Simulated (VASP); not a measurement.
# AlN (Fm-3m) in VASP: a series of runs

One crystal, AlN, is run at these levels: PBE; tasks: G0W0 quasiparticle levels.

All numbers are computed with VASP 6.6.1; they aren't measurements. Logs are shortened: lines on timing, memory, paths and dates and some standing lists are left out, and cuts for length are marked.

### Step 1. The crystal as given

Symmetry: Fm-3m, No. 225, cubic system. Conventional cell: a = 4.069 Å, b = 4.069 Å, c = 4.069 Å, α = 90.00°, β = 90.00°, γ = 90.00°. Al (site symmetry m-3m) is surrounded by 6 N at 2.03 Å. N (site symmetry m-3m) is surrounded by 6 Al at 2.03 Å.

Measurements of this composition are mostly on another form, of space group No. 186.

### Step 2. G0W0 quasiparticle levels, PBE

Contents of POSCAR:

```
AlN
1.0
    0.0000000000      2.0345180000      2.0345180000
    2.0345180000      0.0000000000      2.0345180000
    2.0345180000      2.0345180000      0.0000000000
Al N
1 1
Direct
    0.5000000000      0.5000000000      0.5000000000
    0.0000000000      0.0000000000      0.0000000000
```

Contents of INCAR.step1:

```
SYSTEM = AlN
PREC = Accurate ; ENCUT = 450
EDIFF = 1E-8 ; ISMEAR = 0
SIGMA = 0.01 ; LREAL = .False.
LASPH = .True. ; NELM = 60
ALGO = Fast ; LWAVE = .True.
LCHARG = .False. ; GGA = PE
```

Contents of INCAR.step2:

```
SYSTEM = AlN
PREC = Accurate ; ENCUT = 450
EDIFF = 1E-8 ; ISMEAR = 0
SIGMA = 0.01 ; LREAL = .False.
LASPH = .True. ; NELM = 1
ALGO = Exact ; LWAVE = .True.
LCHARG = .False. ; GGA = PE
NBANDS = 24 ; LOPTICS = .True.
ISTART = 1
```

Contents of INCAR.step3:

```
SYSTEM = AlN
PREC = Accurate ; ENCUT = 450
EDIFF = 1E-8 ; ISMEAR = 0
SIGMA = 0.01 ; LREAL = .False.
LASPH = .True. ; ALGO = EVGW0
LWAVE = .False. ; LCHARG = .False.
GGA = PE ; NELMGW = 1
NBANDS = 24 ; ENCUTGW = 260
NOMEGA = 48 ; PRECFOCK = Fast
ISTART = 1 ; NBANDSGW = 12
```

Contents of KPOINTS:

```
regular mesh
0
Gamma
  3 3 3
  0 0 0
```

Potentials or basis: VASP PAW PBE potentials, release 64 (Al_GW, N_GW).

On the command line:

```sh
cat potpaw_PBE.64/Al_GW/POTCAR potpaw_PBE.64/N_GW/POTCAR > POTCAR
cp INCAR.step1 INCAR
mpirun -np 1 vasp_std > vasp.out
cp INCAR.step2 INCAR
mpirun -np 1 vasp_std > vasp.out
cp INCAR.step3 INCAR
mpirun -np 1 vasp_std > vasp.out
```

OUTCAR:

```text
SYSTEM = AlN
   PREC = Accurate
   ENCUT = 450
   EDIFF = 1E-8
   ISMEAR = 0
   LREAL = .False.
   LASPH = .True.
   GGA = PE
   NELMGW = 1
   ENCUTGW = 260
   PRECFOCK = Fast
   ISTART = 1

 Found      4 irreducible k-points:

 Following reciprocal coordinates:
            Coordinates               Weight
  0.000000  0.000000  0.000000      1.000000
  0.333333  0.000000  0.000000      8.000000
  0.333333  0.333333  0.000000      6.000000
 -0.333333  0.333333  0.000000     12.000000
   k-points           NKPTS =      4   k-points in BZ     NKDIM =     27   number of bands    NBANDS=     24
   number of dos      NEDOS =    301   number of ions     NIONS =      2
   total plane-waves  NPLWV =   8000
   dimension x,y,z NGX =    20 NGY =   20 NGZ =   20
   dimension x,y,z NGXF=    40 NGYF=   40 NGZF=   40
   ions per type =               1   1
   NGX,Y,Z   is equivalent  to a cutoff of  11.56, 11.56, 11.56 a.u.
   NGXF,Y,Z  is equivalent  to a cutoff of  23.11, 23.11, 23.11 a.u.
 SYSTEM =  AlN
   PREC   = accura    normal or accurate (medium, high low for compatibility)
   ISTART =      1    job   : 0-new  1-cont  2-samecut
   ICHARG =      0    charge: 1-file 2-atom 10-const
   ISPIN  =      1    spin polarized calculation?
   LNONCOLLINEAR =      F non collinear calculations
   LSORBIT =      F    spin-orbit coupling
   LASPH  =      T    aspherical Exc in radial PAW
   ENCUT  =  450.0 eV  33.07 Ry    5.75 a.u.   4.98  4.98  4.98*2*pi/ulx,y,z
   NELM   =     60;   NELMIN=  2; NELMDL=  0     # of ELM steps
   EDIFF  = 0.1E-07   stopping-criterion for ELM
   LREAL  =      F    real-space projection
   EDIFFG = 0.1E-06   stopping-criterion for IOM
   NSW    =      0    number of steps for IOM
   IBRION =     -1    ionic relax: 0-MD 1-quasi-New 2-CG
   NFREE  =      0    steps in history (QN), initial steepest desc. (CG)
   ISIF   =      0    stress and relaxation
   ISYM   =      3    0-nonsym 1-usesym 2-fastsym
   POTIM  = 0.5000    time-step for ionic-motion
   TEBEG  =    0.0;   TEEND  =   0.0 temperature during run
   PSTRESS=    0.0 pullay stress
   NELECT =       8.0000    total number of electrons
   NUPDOWN=      -1.0000    fix difference up-down
   EMIN   =  10.00;   EMAX   =-10.00  energy-range for DOS
   EFERMI =   0.00;   METHOD = LEGACY
   ISMEAR =     0;   SIGMA  =   0.01  broadening in eV -4-tet -1-fermi 0-gaus
   EFERMI_NEDOS =   21; number of points for ismear=-14 and -15
   IALGO  =     38    algorithm
   IMIX   =      4    mixing-type and parameters
     AMIX     =   0.40;   BMIX     =  1.00
     AMIX_MAG =   1.60;   BMIX_MAG =  1.00
  volume/ion in A,a.u.               =       8.42        56.83
  Fermi-wavevector in a.u.,A,eV,Ry     =   1.277321  2.413786 22.198561  1.631548
  Thomas-Fermi vector in A             =   2.409927
   LORBIT       =      0    0 simple, 1 ext, 2 COOP (PROOUT), +10 PAW based schemes
   GGA     = PE    functional components
   LHFCALC =     T    Hartree Fock is set to
   PRECFOCK=fast      Normal, Fast or Accurate (Low or Medium for compatibility)
   ENCUT4O =  -1.0   cutoff for four orbital integrals eV
   NKREDX  =     1    reduce k-point grid by
   NKREDY  =     1    reduce k-point grid by
   NKREDZ  =     1    reduce k-point grid by
   AEXX    =    1.0000 exact exchange contribution
   HFSCREEN=    0.0000 screening length (either q_TF or 0.3 A-1)
   HFSCREENC=   0.0000 screening length for correlation (either q_TF or 0.3 A-1)
   ENCUTFOCK=  -1.0 apply spherical cutoff to Coloumb kernel
   IVDW    =     0    specifies the selected vdW correction
   LEPSILON=     F    determine dielectric tensor
   LRPA    =     F    only Hartree local field effects (RPA)
   LRPAFORCE           =     F    calculate RPA forces
   ENCUTGW             = 260.0    cutoff for response function in eV
   ENCUTGWSOFT         = 208.0    soft cutoff for Coulomb kernel in GW response function in eV
   ENCUTLF             =  -1.0    cutoff for local field effects
   NELMGW              =     1    number of iterations in solving QP/BSE equation
   NELMHF              =     1    number of iterations in the inner HF iteration
   NKREDLFX            =     1    NKREDLFY  =   1   NKREDLFZ  =   1
 non-spin polarized calculation
 Gauss-broadening in eV      SIGMA  =   0.01
  energy-cutoff  :      450.00
  volume of cell :       16.84
 maximum number of plane-waves:       375
  NGX = 12; NGY = 12; NGZ = 12
   NGX =  9   NGY =  9   NGZ =  9
 maximum number of plane-waves:       169

 QP shifts <psi_nk| G(iteration)W_0 |psi_nk>: iteration 1
 for sc-GW calculations column KS-energies equals QP-energies in previous step
 and V_xc(KS)=  KS-energies - (<T + V_ion + V_H > + <T+V_H+V_ion>^1  + <V_x>^1)

 k-point   1 :       0.0000    0.0000    0.0000
  band No.  KS-energies  QP-energies   sigma(KS)   V_xc(KS)     V^pw_x(r,r')   Z            occupation Imag(sigma)

      1      -8.8172     -10.0426     -16.2983     -14.5806     -24.7400       0.7134       2.0000       1.5005
      2       8.6417       8.4536     -17.5735     -17.3361     -21.4544       0.7924       2.0000       0.1376
      3       8.6417       8.4536     -17.5735     -17.3361     -21.4544       0.7924       2.0000       0.1376
      4       8.6417       8.4536     -17.5735     -17.3361     -21.4544       0.7924       2.0000       0.1376
      5      13.9874      15.3406     -12.8878     -14.5891      -8.4956       0.7954       0.0000      -0.1250
      6      20.5617      21.7223      -9.1781     -10.5979      -4.3058       0.8175       0.0000      -0.1598
      7      20.5617      21.7223      -9.1781     -10.5979      -4.3058       0.8175       0.0000      -0.1598
      8      20.5617      21.7223      -9.1781     -10.5979      -4.3058       0.8175       0.0000      -0.1598
      9      25.6576      26.2102      -8.6814      -9.4010      -2.4763       0.7680       0.0000      -0.5010
     10      26.0934      27.6623      -9.5221     -11.4784      -4.4140       0.8020       0.0000      -0.2435
     11      26.0934      27.6623      -9.5221     -11.4784      -4.4140       0.8020       0.0000      -0.2435
     12      26.9887      28.3389      -9.4119     -11.1255      -2.8392       0.7879       0.0000      -0.6194

 k-point   2 :       0.3333    0.0000    0.0000
  band No.  KS-energies  QP-energies   sigma(KS)   V_xc(KS)     V^pw_x(r,r')   Z            occupation Imag(sigma)
[... 33 lines left out ...]
      1      -4.8088      -5.8945     -18.0511     -16.6934     -26.0140       0.7997       2.0000       1.2115
      2       2.4746       1.6734     -14.7534     -13.7206     -19.1605       0.7758       2.0000       0.2202
      3       2.7783       1.9543     -14.8284     -13.7664     -19.2138       0.7759       2.0000       0.2128
      4       6.7059       6.2573     -16.5980     -16.0312     -20.6361       0.7915       2.0000       0.1524
      5      14.9498      16.0145      -9.6749     -10.9767      -5.1572       0.8178       0.0000      -0.1240
      6      18.9626      20.6340     -12.6293     -14.7418      -7.8571       0.7912       0.0000      -0.1700
      7      20.4573      22.1262     -12.6385     -14.7638      -7.5244       0.7853       0.0000      -0.2093
      8      21.9832      23.5142     -10.3343     -12.2465      -4.9831       0.8006       0.0000      -0.2406
      9      24.8370      26.0307      -9.8454     -11.3985      -3.7527       0.7686       0.0000      -0.3812
     10      28.3344      29.5921      -8.9883     -10.5322      -3.1688       0.8147       0.0000      -0.5261
     11      31.7419      33.0698      -8.9727     -10.6832      -2.2499       0.7763       0.0000      -0.8065
     12      35.0344      36.9462     -10.5100     -12.9358      -3.8165       0.7881       0.0000      -1.0454
```

OUTCAR.step2:

```text
SYSTEM = AlN
   PREC = Accurate
   ENCUT = 450
   EDIFF = 1E-8
[... 518 lines left out ...]
  --------------------------------------------------------------------------------------------------------------
     0.00000     8.30328     8.30328     8.30328     0.00000     0.00000    -0.00000
     0.87693     8.39372     8.39372     8.39372     0.00000     0.00000    -0.00000
     1.75386     8.68532     8.68532     8.68532     0.00000     0.00000    -0.00000
     2.63078     9.24136     9.24136     9.24136     0.00000     0.00000    -0.00000
     3.50771    10.22784    10.22784    10.22784     0.00000     0.00000    -0.00000
     4.38464    12.19815    12.19815    12.19815     0.00000     0.00000    -0.00000
[... 92 lines left out ...]
    85.93892     0.90200     0.90200     0.90200    -0.00000    -0.00000     0.00000
    86.81585     0.90412     0.90412     0.90412    -0.00000    -0.00000     0.00000
```

It took 11 s on 1 thread of Intel Xeon Platinum 8488C (Sapphire Rapids), shared host; peak memory 0.16 GiB.

These settings aren't checked as converged: the numbers below hold their error.

What came out:

```yaml
Band_gap_on_the_k_mesh_mean-field_level: 5.35 eV, direct
Quasiparticle_gap: 6.89 eV
Least_direct_quasiparticle_gap: 6.89 eV
```

Caveat: the k mesh is coarse (spacing up to 0.89 Å⁻¹), so the values aren't converged; bands, screening cutoff and mesh are small and nothing is extrapolated, so the quasiparticle values aren't converged.

### Step 3. G0W0 quasiparticle levels, PBE

POSCAR is that of step 2.

INCAR.step1 is that of step 2.

INCAR.step2: that of step 2 with these lines changed.

```diff
@@ -7,3 +7,3 @@
 LCHARG = .False. ; GGA = PE
-NBANDS = 24 ; LOPTICS = .True.
+NBANDS = 44 ; LOPTICS = .True.
 ISTART = 1
```

INCAR.step3: that of step 2 with these lines changed.

```diff
@@ -7,4 +7,4 @@
 GGA = PE ; NELMGW = 1
-NBANDS = 24 ; ENCUTGW = 260
-NOMEGA = 48 ; PRECFOCK = Fast
+NBANDS = 44 ; ENCUTGW = 150
+NOMEGA = 72 ; PRECFOCK = Fast
 ISTART = 1 ; NBANDSGW = 12
```

KPOINTS is that of step 2.

Potentials or basis: VASP PAW PBE potentials, release 64 (Al_GW, N_GW).

On the command line:

```sh
cat potpaw_PBE.64/Al_GW/POTCAR potpaw_PBE.64/N_GW/POTCAR > POTCAR
cp INCAR.step1 INCAR
mpirun -np 1 vasp_std > vasp.out
cp INCAR.step2 INCAR
mpirun -np 1 vasp_std > vasp.out
cp INCAR.step3 INCAR
mpirun -np 1 vasp_std > vasp.out
```

OUTCAR:

```text
SYSTEM = AlN
   PREC = Accurate
   ENCUT = 450
   EDIFF = 1E-8
   ISMEAR = 0
   LREAL = .False.
   LASPH = .True.
   GGA = PE
   NELMGW = 1
   ENCUTGW = 150
   PRECFOCK = Fast
   ISTART = 1

 Found      4 irreducible k-points:

 Following reciprocal coordinates:
            Coordinates               Weight
  0.000000  0.000000  0.000000      1.000000
  0.333333  0.000000  0.000000      8.000000
  0.333333  0.333333  0.000000      6.000000
 -0.333333  0.333333  0.000000     12.000000
   k-points           NKPTS =      4   k-points in BZ     NKDIM =     27   number of bands    NBANDS=     44
   number of dos      NEDOS =    301   number of ions     NIONS =      2
   total plane-waves  NPLWV =   8000
   dimension x,y,z NGX =    20 NGY =   20 NGZ =   20
   dimension x,y,z NGXF=    40 NGYF=   40 NGZF=   40
   ions per type =               1   1
   NGX,Y,Z   is equivalent  to a cutoff of  11.56, 11.56, 11.56 a.u.
   NGXF,Y,Z  is equivalent  to a cutoff of  23.11, 23.11, 23.11 a.u.
 SYSTEM =  AlN
   PREC   = accura    normal or accurate (medium, high low for compatibility)
   ISTART =      1    job   : 0-new  1-cont  2-samecut
   ICHARG =      0    charge: 1-file 2-atom 10-const
   ISPIN  =      1    spin polarized calculation?
   LNONCOLLINEAR =      F non collinear calculations
   LSORBIT =      F    spin-orbit coupling
   LASPH  =      T    aspherical Exc in radial PAW
   ENCUT  =  450.0 eV  33.07 Ry    5.75 a.u.   4.98  4.98  4.98*2*pi/ulx,y,z
   NELM   =     60;   NELMIN=  2; NELMDL=  0     # of ELM steps
   EDIFF  = 0.1E-07   stopping-criterion for ELM
   LREAL  =      F    real-space projection
   EDIFFG = 0.1E-06   stopping-criterion for IOM
   NSW    =      0    number of steps for IOM
   IBRION =     -1    ionic relax: 0-MD 1-quasi-New 2-CG
   NFREE  =      0    steps in history (QN), initial steepest desc. (CG)
   ISIF   =      0    stress and relaxation
   ISYM   =      3    0-nonsym 1-usesym 2-fastsym
   POTIM  = 0.5000    time-step for ionic-motion
   TEBEG  =    0.0;   TEEND  =   0.0 temperature during run
   PSTRESS=    0.0 pullay stress
   NELECT =       8.0000    total number of electrons
   NUPDOWN=      -1.0000    fix difference up-down
   EMIN   =  10.00;   EMAX   =-10.00  energy-range for DOS
   EFERMI =   0.00;   METHOD = LEGACY
   ISMEAR =     0;   SIGMA  =   0.01  broadening in eV -4-tet -1-fermi 0-gaus
   EFERMI_NEDOS =   21; number of points for ismear=-14 and -15
   IALGO  =     38    algorithm
   IMIX   =      4    mixing-type and parameters
     AMIX     =   0.40;   BMIX     =  1.00
     AMIX_MAG =   1.60;   BMIX_MAG =  1.00
  volume/ion in A,a.u.               =       8.42        56.83
  Fermi-wavevector in a.u.,A,eV,Ry     =   1.277321  2.413786 22.198561  1.631548
  Thomas-Fermi vector in A             =   2.409927
   LORBIT       =      0    0 simple, 1 ext, 2 COOP (PROOUT), +10 PAW based schemes
   GGA     = PE    functional components
   LHFCALC =     T    Hartree Fock is set to
   PRECFOCK=fast      Normal, Fast or Accurate (Low or Medium for compatibility)
   ENCUT4O =  -1.0   cutoff for four orbital integrals eV
   NKREDX  =     1    reduce k-point grid by
   NKREDY  =     1    reduce k-point grid by
   NKREDZ  =     1    reduce k-point grid by
   AEXX    =    1.0000 exact exchange contribution
   HFSCREEN=    0.0000 screening length (either q_TF or 0.3 A-1)
   HFSCREENC=   0.0000 screening length for correlation (either q_TF or 0.3 A-1)
   ENCUTFOCK=  -1.0 apply spherical cutoff to Coloumb kernel
   IVDW    =     0    specifies the selected vdW correction
   LEPSILON=     F    determine dielectric tensor
   LRPA    =     F    only Hartree local field effects (RPA)
   LRPAFORCE           =     F    calculate RPA forces
   ENCUTGW             = 150.0    cutoff for response function in eV
   ENCUTGWSOFT         = 120.0    soft cutoff for Coulomb kernel in GW response function in eV
   ENCUTLF             =  -1.0    cutoff for local field effects
   NELMGW              =     1    number of iterations in solving QP/BSE equation
   NELMHF              =     1    number of iterations in the inner HF iteration
   NKREDLFX            =     1    NKREDLFY  =   1   NKREDLFZ  =   1
 non-spin polarized calculation
 Gauss-broadening in eV      SIGMA  =   0.01
  energy-cutoff  :      450.00
  volume of cell :       16.84
 maximum number of plane-waves:       375
  NGX = 12; NGY = 12; NGZ = 12
   NGX =  9   NGY =  9   NGZ =  9
 maximum number of plane-waves:        76

 QP shifts <psi_nk| G(iteration)W_0 |psi_nk>: iteration 1
 for sc-GW calculations column KS-energies equals QP-energies in previous step
 and V_xc(KS)=  KS-energies - (<T + V_ion + V_H > + <T+V_H+V_ion>^1  + <V_x>^1)

 k-point   1 :       0.0000    0.0000    0.0000
  band No.  KS-energies  QP-energies   sigma(KS)   V_xc(KS)     V^pw_x(r,r')   Z            occupation Imag(sigma)

      1      -8.8172     -10.0292     -16.4145     -14.5806     -24.7400       0.6609       2.0000       1.2081
      2       8.6417       8.1482     -17.9518     -17.3361     -21.4544       0.8015       2.0000       0.0816
      3       8.6417       8.1482     -17.9518     -17.3361     -21.4544       0.8015       2.0000       0.0816
      4       8.6417       8.1482     -17.9518     -17.3361     -21.4544       0.8015       2.0000       0.0816
      5      13.9874      15.0832     -13.2212     -14.5891      -8.4956       0.8010       0.0000      -0.0842
      6      20.5617      21.3943      -9.5795     -10.5979      -4.3058       0.8175       0.0000      -0.1043
      7      20.5617      21.3943      -9.5795     -10.5979      -4.3058       0.8175       0.0000      -0.1043
      8      20.5617      21.3943      -9.5795     -10.5979      -4.3058       0.8175       0.0000      -0.1043
      9      25.6576      25.8601      -9.1268      -9.4010      -2.4763       0.7387       0.0000      -0.3645
     10      26.0934      27.2299     -10.0597     -11.4784      -4.4140       0.8011       0.0000      -0.1746
     11      26.0934      27.2299     -10.0597     -11.4784      -4.4140       0.8011       0.0000      -0.1746
     12      26.9887      27.9759      -9.8666     -11.1255      -2.8392       0.7842       0.0000      -0.5392
[... 36 lines left out ...]
      1      -4.8088      -6.0970     -18.2340     -16.6934     -26.0140       0.8362       2.0000       1.0616
      2       2.4746       1.4634     -15.0347     -13.7206     -19.1605       0.7695       2.0000       0.1340
      3       2.7783       1.7355     -15.1149     -13.7664     -19.2138       0.7733       2.0000       0.1248
      4       6.7059       5.9770     -16.9522     -16.0312     -20.6361       0.7913       2.0000       0.0920
      5      14.9498      15.7636      -9.9885     -10.9767      -5.1572       0.8234       0.0000      -0.0822
      6      18.9626      20.2842     -13.0632     -14.7418      -7.8571       0.7874       0.0000      -0.1067
      7      20.4573      21.7650     -13.0995     -14.7638      -7.5244       0.7857       0.0000      -0.1427
      8      21.9832      23.1838     -10.7489     -12.2465      -4.9831       0.8017       0.0000      -0.1769
      9      24.8370      25.6888     -10.2517     -11.3985      -3.7527       0.7428       0.0000      -0.2632
     10      28.3344      29.2001      -9.4996     -10.5322      -3.1688       0.8384       0.0000      -0.4789
     11      31.7419      32.6275      -9.5077     -10.6832      -2.2499       0.7534       0.0000      -0.6942
     12      35.0344      36.4137     -11.1676     -12.9358      -3.8165       0.7800       0.0000      -0.9433
```

Run time: 11 s. Hardware: 1 thread of Intel Xeon Platinum 8488C (Sapphire Rapids), shared host; peak memory 0.13 GiB.

These settings aren't checked as converged: the numbers below hold their error.

What came out:

* Band gap on the k mesh, mean-field level: 5.35 eV, direct
* Quasiparticle gap: 6.93 eV
* Least direct quasiparticle gap: 6.93 eV

Caveat: the k mesh is coarse (spacing up to 0.89 Å⁻¹), so the values aren't converged; bands, screening cutoff and mesh are small and nothing is extrapolated, so the quasiparticle values aren't converged.

(Continued in part 2 of 3.)
